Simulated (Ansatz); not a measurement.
# MnO2 under changes of volume

One of the cells (10.839 Å³/atom); the others are scaled copies at fixed shape and fractional positions:

```xyz
3
Lattice="2.8566 0.0000 0.0000 -1.4283 2.4739 0.0000 0.0000 0.0000 4.6014" Properties=species:S:1:pos:R:3 pbc="T T T"
Mn    0.0000    0.0000    2.3007
O     0.0000    1.6492    3.2499
O     1.4283    0.8246    1.3515
```

Measurements of this composition are mostly on another form, of space group No. 136.

```yaml
Program: Ansatz 0.2.0
Functional: LDA
Potentials_or_basis: Ansatz PAW
Cutoff: "420 eV (not typed: the program's choice for these potentials)"
k_mesh: 11 × 11 × 6
Occupations: fermi-dirac, width 0.05 eV
Spin: collinear spin, ferromagnetic start
Starting_moments: "[4.0, 0.0, 0.0] μB"
```

```tsv
volume (Å³/atom)	energy over the lowest point (meV/atom)	pressure (GPa)	gap on the mesh (eV)	largest force (eV/Å)
10.189	2.53	4.3	0.20	0.388
10.405	0.00	-0.6	0.29	0.048
10.622	3.77	-5.0	0.37	0.265
10.839	?	?	?	?
11.056	27.49	-12.3	0.52	0.817
11.273	46.31	-15.4	0.59	1.061
11.489	69.06	-18.2	0.65	1.284
```

Question: What does the run at 10.839 Å³/atom give?

Answer: Energy over the lowest point 13.14 meV/atom; pressure -8.9 GPa; gap on the mesh 0.44 eV; largest force 0.553 eV/Å.

Worked out: A Birch-Murnaghan fit of order 3 (a polynomial in V^(-2/3)) to the other rows has its minimum at 10.38 Å³/atom with B0 = V·E''(V) = 225 GPa and B' = 4.4 at fixed shape and positions, which overstates the stiffness. It gives 13.11 meV/atom at 10.839 Å³/atom, against the run's 13.14, and -dE/dV = -8.8 GPa, against -8.9. A straight line through the other rows of the gap, of slope 3.75 eV per unit of ln V, gives 0.44 eV, against the run's 0.44.

Energies are extrapolated to zero smearing.

Caveats: odd divisions of the mesh miss points on the zone boundary, where band edges often lie, so the gap on the mesh can be too wide; a cell with one magnetic atom can't hold antiferromagnetic order, which such compounds often take; the PAW data sets come from PBE, with cores solved anew for the run's functional, which leaves a small shift of forces and pressure; forces of over 1 eV/Å show positions far from the minimum, so gaps and moduli don't describe the material at rest (some runs).

A mesh can miss the band edges.
